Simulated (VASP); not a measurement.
# ZnO (P6_3mc): a series in a change of volume, part 2 of 2

Wanted: the response of ZnO to a change of volume, as a table, with a fit that predicts a row left out.

VASP 6.6.1, plane waves and PAW; the level of theory is named at each step.

So far: Starting point; Relax the crystal, LDA; Relax at fixed volume, LDA; Band edges, TB-mBJ with spin-orbit coupling; Band edges, r2SCAN.

## Step 5: Band edges, r2SCAN (continued)

Level of this step: r2SCAN; plane waves and PAW (Zn, O) (VASP).

From OUTCAR (step 5):

```text
  Total        1.3064410      1.3064410      1.2532670      0.0000000     -0.0000000      0.0000000
  in kB       45.4405396     45.4405396     43.5910434      0.0000000     -0.0000000      0.0000000
  external PRESSURE =      44.8240408 kB  Pullay stress =       0.0000000 kB

 POSITION                                       TOTAL-FORCE (eV/Angst)
 -----------------------------------------------------------------------------------
     -0.00000      1.85005      0.00925         0.000000      0.000000     -0.002444
      1.60219      0.92502      2.59930        -0.000000     -0.000000     -0.002444
     -0.00000      1.85005      1.96955         0.000000     -0.000000      0.002444
      1.60219      0.92502      4.55960        -0.000000      0.000000      0.002444
 -----------------------------------------------------------------------------------
    total drift:                               -0.000000     -0.000000      0.014133

  FREE ENERGIE OF THE ION-ELECTRON SYSTEM (eV)
  ---------------------------------------------------
  free  energy   TOTEN  =      -295.2913010715 eV

  energy  without entropy=     -295.2913010715  energy(sigma->0) =     -295.29130107

[... 1 part as in an earlier step ...]

[... 2 further parts left out ...]
[key lines of the parts left out:]
E-fermi :   1.4477
```

This run gave:

```
energy(sigma→0) of the program : -295.2913 eV
stress, compression positive   : xx, yy, zz 4.54, 4.54, 4.36 GPa
```

The run ends at a pressure of 4.48 GPa, with forces up to 0.0024 eV/Å.

## Step 6: All members

Runs beyond LDA use the data sets made with LDA; this shifts their levels slightly, and their total energies have another zero (at TB-mBJ, which has no energy functional, they mean nothing).

The other members went through these steps as far as the tables show, with the same cutoff and, step by step, the same mesh; 24 runs are not shown. The session took 10 core hours (wall time by ranks) on a shared machine.

| volume over the relaxed volume | volume (Å³/atom) | pressure (GPa) | energy above the unstrained row (meV/atom) | gap on the mesh, LDA (eV) |
| --- | --- | --- | --- | --- |
| 0.940 | 10.718 | 11.593 | 25.114 | 0.899 |
| 0.960 | 10.946 | 7.318 | 11.178 | 0.866 |
| 0.980 | 11.174 | 3.475 | 3.002 | 0.833 |
| 0.990 | 11.288 | 1.709 | 0.898 | 0.817 |
| 1 | 11.402 | 0.054 | 0.000 | 0.800 |
| 1.010 | 11.516 | -1.525 | 0.291 | 0.784 |
| 1.020 | 11.630 | -3.033 | 1.650 | 0.768 |
| 1.040 | 11.858 | -5.793 | 7.460 | 0.737 |
| 1.060 | 12.086 | -8.239 | 16.981 | 0.706 |

A cubic of the pressure in ln(V/V₀) through all rows has the slope −B at V₀: B = 162 GPa, and its curvature gives B′ = 4.5.

Band edges at TB-mBJ with spin-orbit coupling, counted from the valence-band top at Γ, spin-orbit pairs averaged, with one row partly withheld:

| volume over the relaxed volume | gap (eV) | conduction band at Γ (eV) | lowest conduction level on M–L (eV) | second valence level below the top (eV) | third valence level below the top (eV) |
| --- | --- | --- | --- | --- | --- |
| 0.940 | 2.607 | 2.607 | 7.441 | 0.060 | 0.166 |
| 0.960 | 2.596 | 2.596 | 7.417 | 0.059 | 0.158 |
| 0.980 | 2.584 | 2.584 | 7.390 | 0.057 | 0.151 |
| 0.990 | ? | ? | 7.375 | 0.056 | 0.148 |
| 1 | 2.571 | 2.571 | 7.360 | 0.055 | 0.144 |
| 1.010 | 2.565 | 2.565 | 7.345 | 0.054 | 0.139 |
| 1.020 | 2.557 | 2.557 | 7.328 | 0.053 | 0.136 |
| 1.040 | 2.541 | 2.541 | 7.293 | 0.052 | 0.127 |
| 1.060 | 2.524 | 2.524 | 7.255 | 0.050 | 0.122 |

Conduction masses, in electron masses:

| volume over the relaxed volume | conduction mass at Γ, along the strain axis or the normal of the plane | conduction mass at Γ, across the strain axis or in the plane |
| --- | --- | --- |
| 0.940 | 0.329 | 0.340 |
| 0.960 | 0.326 | 0.335 |
| 0.980 | 0.325 | 0.336 |
| 0.990 | 0.325 | 0.335 |
| 1 | 0.323 | 0.338 |
| 1.010 | 0.323 | 0.334 |
| 1.020 | 0.319 | 0.332 |
| 1.040 | 0.324 | 0.334 |
| 1.060 | 0.316 | 0.328 |

Band edges at r2SCAN, counted from the valence-band top at Γ:

| volume over the relaxed volume | gap (eV) | conduction band at Γ (eV) | lowest conduction level on M–L (eV) | second valence level below the top (eV) | third valence level below the top (eV) |
| --- | --- | --- | --- | --- | --- |
| 0.940 | 1.390 | 1.390 | 6.231 | 0.000 | 0.127 |
| 0.960 | 1.358 | 1.359 | 6.198 | 0.000 | 0.119 |
| 0.980 | 1.326 | 1.327 | 6.156 | 0.000 | 0.113 |
| 0.990 | 1.311 | 1.312 | 6.135 | 0.000 | 0.109 |
| 1 | 1.296 | 1.296 | 6.113 | 0.000 | 0.106 |
| 1.010 | 1.281 | 1.281 | 6.092 | 0.000 | 0.102 |
| 1.020 | 1.266 | 1.266 | 6.070 | 0.000 | 0.099 |
| 1.040 | 1.236 | 1.236 | 6.025 | 0.000 | 0.092 |
| 1.060 | 1.206 | 1.206 | 5.978 | 0.000 | 0.087 |

Conduction masses, in electron masses:

| volume over the relaxed volume | conduction mass at Γ, along the strain axis or the normal of the plane | conduction mass at Γ, across the strain axis or in the plane |
| --- | --- | --- |
| 0.940 | 0.207 | 0.211 |
| 0.960 | 0.202 | 0.205 |
| 0.980 | 0.199 | 0.202 |
| 0.990 | 0.196 | 0.199 |
| 1 | 0.195 | 0.199 |
| 1.010 | 0.192 | 0.195 |
| 1.020 | 0.190 | 0.193 |
| 1.040 | 0.186 | 0.189 |
| 1.060 | 0.183 | 0.186 |

## Step 7: Fit and prediction

The quantity to fit is the conduction level at Γ above the mean of the three top valence levels at TB-mBJ with spin-orbit coupling: 2.682, 2.668, 2.653, 2.638, 2.629, 2.620, 2.601, 2.581 eV in the rows shown.

A least-squares parabola through the 8 rows shown, with u the logarithm of the volume ratio: E = − 2.126 u² − 0.8486 u + 2.638 (eV), r.m.s. residual 4.1e-4 eV.

At u = -0.01005 this predicts 2.6459 eV.

## Step 8: Checking the prediction

The calculation gives 2.6459 eV, so the prediction is right to the last digit shown.

## Step 9: Summary of results

| Property | Result |
| --- | --- |
| bulk modulus | 162 GPa |
| gap of the unstrained cell, TB-mBJ with spin-orbit coupling | 2.57 eV |
| gap of the unstrained cell, r2SCAN | 1.30 eV |
| dE/d ln V of the conduction level at Γ above the mean of the three top valence levels, TB-mBJ with spin-orbit coupling | -0.85 eV |
| error of the predicted row | 0.0 meV |

What this shows: The slope of the energy gives 0.41 GPa at the relaxed volume where the pressure column has 0.05 GPa, a mark of the finite basis. At TB-mBJ with spin-orbit coupling the lowest conduction valley is Γ throughout, and the gap runs between 2.52 and 2.61 eV. At r2SCAN the lowest conduction valley is Γ throughout, and the gap runs between 1.21 and 1.39 eV. Hole masses are left out throughout, since the top bands are degenerate or cross in many series; of conduction masses, those of the Γ, L and (for Si and Ge under (001) strain) Δ valleys are kept where they change by under an eighth between rows. A measured gap of unstrained ZnO is 3.4 eV (arxiv:0805.4641, fundamental direct gap at Gamma, experimental literature value, temperature not given); the static gaps here belong to the lattice relaxed at LDA. TB-mBJ is a potential fitted for gaps; it has no energy functional, so its total energies and forces mean nothing, and its bands tend to come out too narrow. r2SCAN opens gaps somewhat over GGA but leaves them below measured values as a rule. Spin-orbit coupling is left out at r2SCAN, so the valence splittings there lack it. Temperature, zero-point motion and excitons are left out.

[Lines on the potential files, build, host, timing and source positions are cut from VASP's logs without a mark.]

[Logs are printed without paths, hosts, clocks, repeated set-up lines and the standing remarks that a program may print on its own settings, such as how far it seeks lower states.]

[Hosts, paths, dates, database ids (printed as entryN), source tags and the programs' standing remarks are cut or masked in the printed files.]

[In band tables of VASP the shares of atoms and orbitals are scaled to a sum of 1 inside the atoms' spheres.]
